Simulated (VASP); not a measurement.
# Si2Mo: dielectric tensor with LDA

Crystal: Si2Mo.

```
CELL_PARAMETERS angstrom
4.58547 0.00000 0.00000
-2.29274 3.97113 0.00000
0.00000 0.00000 6.57976
ATOMIC_POSITIONS crystal
Mo 0.50000 0.50000 0.83333
Mo 0.00000 0.50000 0.16667
Mo 0.50000 0.00000 0.50000
Si 0.16387 0.32775 0.50000
Si 0.67225 0.83613 0.16667
Si 0.83613 0.16387 0.83333
Si 0.83613 0.67225 0.50000
Si 0.32775 0.16387 0.16667
Si 0.16387 0.83613 0.83333
```

Measurements of this composition are mostly on another form, of space group No. 139.

```
Program                : VASP 6.6.1
Task                   : dielectric tensor
Functional             : LDA
Potentials or basis    : VASP PAW LDA potentials, release 64 (Mo_sv, Si)
Cutoff                 : 520 eV
k mesh                 : 8 × 8 × 4
Occupations            : gaussian, width 0.02 eV
Spin                   : no spin polarisation
Ladder                 : free
Further INCAR settings : ALGO = Fast; EDIFF = 1e-08
```

```
Band gap on the k mesh                  : 0.02 eV, indirect (least direct gap 0.50 eV)
Electronic dielectric tensor (diagonal) : 29.92, 29.92, 27.05
Born charges (mean of the diagonal)     : Mo -8.03; Si +4.02 e
```

Levels at points of the mesh, in eV from the valence-band top:
```csv
k point,band 30,band 31,band 32,band 33,band 34,band 35,band 36,band 37
"(0.00, 0.00, 0.00)",-3.03,-2.74,-2.08,-0.83,1.94,2.33,2.33,2.39
"(0.50, 0.00, 0.00)",-2.16,-1.60,-1.07,-0.66,0.02,0.66,0.82,1.27
"(0.00, 0.00, 0.50)",-2.30,-2.07,-0.75,-0.75,1.81,2.21,2.21,2.25
"(0.50, 0.00, 0.50)",-2.69,-1.99,-1.27,0.00,0.50,1.06,1.30,1.30
```

Electronic dielectric tensor:
```
29.92  0.00  0.00
 0.00 29.92  0.00
 0.00  0.00 27.05
```

Born effective charge tensors (e):
atom 1, Mo
```
-8.35  0.42  0.00
 0.42 -7.86  0.00
 0.00  0.00 -7.89
```
atom 2, Mo
```
-8.35 -0.42  0.00
-0.42 -7.86  0.00
 0.00  0.00 -7.89
```
atom 3, Mo
```
-7.62  0.00  0.00
 0.00 -8.59  0.00
 0.00  0.00 -7.89
```
atom 4, Si
```
4.16 0.00 0.67
0.00 3.94 0.00
1.18 0.00 3.94
```
atom 5, Si
```
 4.00 -0.09 -0.34
-0.09  4.11  0.58
-0.59  1.02  3.94
```
atom 6, Si
```
4.00 0.09 0.34
0.09 4.11 0.58
0.59 1.02 3.94
```
atom 7, Si
```
 4.16  0.00 -0.67
 0.00  3.94  0.00
-1.18  0.00  3.94
```
atom 8, Si
```
 4.00 -0.09  0.34
-0.09  4.11 -0.58
 0.59 -1.02  3.94
```
atom 9, Si
```
 4.00  0.09 -0.34
 0.09  4.11 -0.58
-0.59 -1.02  3.94
```

Wall time 6.1 min on 4 MPI ranks on Intel(R) Xeon(R) 6975P-C (Granite Rapids), on a shared host, peak memory 0.82 GiB a rank.

Caveat: the gap is small at this level, which inflates the dielectric constant. A k mesh can miss the band edges.
